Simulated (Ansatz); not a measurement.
# Ba on a Mg site in MgS

What does a Ba on a Mg site cost in MgS, and how do its neighbours move? It is set in a cell of 32 host atoms, in the charges +1, 0, -1.

Method: DFT PBE, scalar-relativistic, plane waves, PAW, in Ansatz 0.2.0.

2 further runs of the same task are left out: 2 set aside as unsound or not needed.

### 1 The structure to begin with

The structure is cubic, space group Fm-3m (No. 225). The conventional cell has a = 5.230 Å, b = 5.230 Å, c = 5.230 Å, α = 90.00°, β = 90.00°, γ = 90.00°. Mg (site symmetry m-3m) has 6 S at 2.61 Å as nearest neighbours. S (site symmetry m-3m) is surrounded by 6 Mg at 2.61 Å.

As a file:

```
CELL_PARAMETERS angstrom
0.00000 2.61488 2.61488
2.61488 0.00000 2.61488
2.61488 2.61488 0.00000
ATOMIC_POSITIONS crystal
Mg 0.00000 0.00000 0.00000
S 0.50000 0.50000 0.50000
```

It goes back to an entry of the Materials Project.

This cell was relaxed beforehand with the same method: volume 17.88 Å³/atom, gap on the mesh 2.76 eV.

The host's static dielectric tensor, from an earlier linear-response run, has a mean of 16.36.

The perfect supercell (rows -3 1 1; 1 1 -3; 1 -3 1 in vectors of this cell) comes from an earlier run at this level (32 atoms, E(σ→0) -45259.9906 eV, gap 3.70 eV on its own mesh).

### 2 Making the defect

The atom at (0.250, 0.250, 0.500) of the supercell is replaced. The other atoms start on their ideal sites. Its neighbours are 6 S at 2.62 Å.

### 3 Relaxing the defect, charge 0

input.yaml reads:

```yaml
crystal:
  lattice:
    - [5.2297550321, -5.2297550321, -5.2297550321]
    - [-5.2297550321, -5.2297550321, 5.2297550321]
    - [-5.2297550321, 5.2297550321, -5.2297550321]
  atoms:
    - { symbol: Ba, position: [0.25, 0.25, 0.5] }
    - { symbol: Mg, position: [0.25, 0.5, 0.25] }
    - { symbol: Mg, position: [0.25, 0.75, 0.0] }
    - { symbol: Mg, position: [0.0, 0.25, 0.75] }
    - { symbol: Mg, position: [0.25, 0.0, 0.75] }
    - { symbol: Mg, position: [0.0, 0.5, 0.5] }
    - { symbol: Mg, position: [0.0, 0.75, 0.25] }
    - { symbol: Mg, position: [0.75, 0.25, 0.0] }
    - { symbol: Mg, position: [1.0, 1.0, 1.0] }
    - { symbol: Mg, position: [0.75, 0.5, 0.75] }
    - { symbol: Mg, position: [0.75, 0.75, 0.5] }
    - { symbol: Mg, position: [0.5, 0.25, 0.25] }
    - { symbol: Mg, position: [0.75, 0.0, 0.25] }
    - { symbol: Mg, position: [0.5, 0.5, 0.0] }
    - { symbol: Mg, position: [0.5, 0.75, 0.75] }
    - { symbol: Mg, position: [0.5, 0.0, 0.5] }
    - { symbol: S, position: [0.25, 0.5, 0.75] }
    - { symbol: S, position: [0.25, 0.75, 0.5] }
    - { symbol: S, position: [0.25, 0.0, 0.25] }
    - { symbol: S, position: [0.0, 0.5, 0.0] }
    - { symbol: S, position: [0.25, 0.25, 0.0] }
    - { symbol: S, position: [0.0, 0.75, 0.75] }
    - { symbol: S, position: [0.0, 0.0, 0.5] }
    - { symbol: S, position: [0.75, 0.5, 0.25] }
    - { symbol: S, position: [0.0, 0.25, 0.25] }
    - { symbol: S, position: [0.75, 0.75, 0.0] }
    - { symbol: S, position: [0.75, 0.0, 0.75] }
    - { symbol: S, position: [0.5, 0.5, 0.5] }
    - { symbol: S, position: [0.75, 0.25, 0.5] }
    - { symbol: S, position: [0.5, 0.75, 0.25] }
    - { symbol: S, position: [0.5, 0.0, 0.0] }
    - { symbol: S, position: [0.5, 0.25, 0.75] }
  host:
    lattice:
      - [0.0, 2.614877516, 2.614877516]
      - [2.614877516, 0.0, 2.614877516]
      - [2.614877516, 2.614877516, 0.0]
    atoms:
      - { symbol: Mg, position: [0.0, 0.0, 0.0] }
      - { symbol: S, position: [0.5, 0.5, 0.5] }
basis:
  ecutwfc: 420
  xc_grid: 2
kpoints:
  mp_grid: { grid: [2, 2, 2], shift: [0.5, 0.5, 0.5] }
hamiltonian:
  xc: pbe
scf:
  occupations: { method: gaussian, width: 0.01 }
output:
  forces: true
  stress: false
  eigenvalues: true
  charged_corrections:
    defect_position: [0.25, 0.25, 0.5]
    epsilon: [[16.3551, 0.0, 0.0], [0.0, 16.3551, 0.0], [0.0, 0.0, 16.3551]]
  write_density: true
  write_potential: true
  elf: true
  volumetric_format: npy
relax:
  adjacent_minimum: "off"
  f_tol: 0.025
  max_steps: 45
```

Launch:

```sh
$ ansatz run input.yaml --threads 4 --pin off --max-ram 6144MiB --backend cpu --events-out ev --progress --plain --runs-dir out
```

Further runs follow: relaxing the defect, charge +1; charge state -1.

Q: Predict the outcome of this session. Wanted: formation energy, neutral; nearest atoms after relaxation, one image of each, neutral.

**Answer**, as computed:

| quantity | value |
| --- | --- |
| formation energy, neutral | 0.75 eV |
| nearest atoms after relaxation, one image of each, neutral | 6 S at 2.84 Å |
| level (+1/0) above the valence top | -0.46 eV (outside the gap) |
| level (0/-1) above the valence top | 3.42 eV (outside the gap) |

What this shows: Forming the neutral defect takes 0.75 eV with the elements as reservoirs. Spin polarisation was off in the neutral run, so a moment could not show there. Among the charges computed the stable one is 0 at the valence top and stays so across the gap of 2.76 eV. In charges +1 and -1 the extra carrier would gain by moving to a band edge of the host at this level and cell size; a small cell and a semilocal functional both favour that, so a real bound level isn't ruled out. The alignment term, up to 0.65 eV here, is marked as doubtful by the program in a cell of this size. Levels are placed in the host's Kohn-Sham gap, which is usually too small at this level and squeezes them. With 32 host sites the defect feels its images, so energies are good to tenths of an eV at best. A distortion of lower symmetry was not tried.
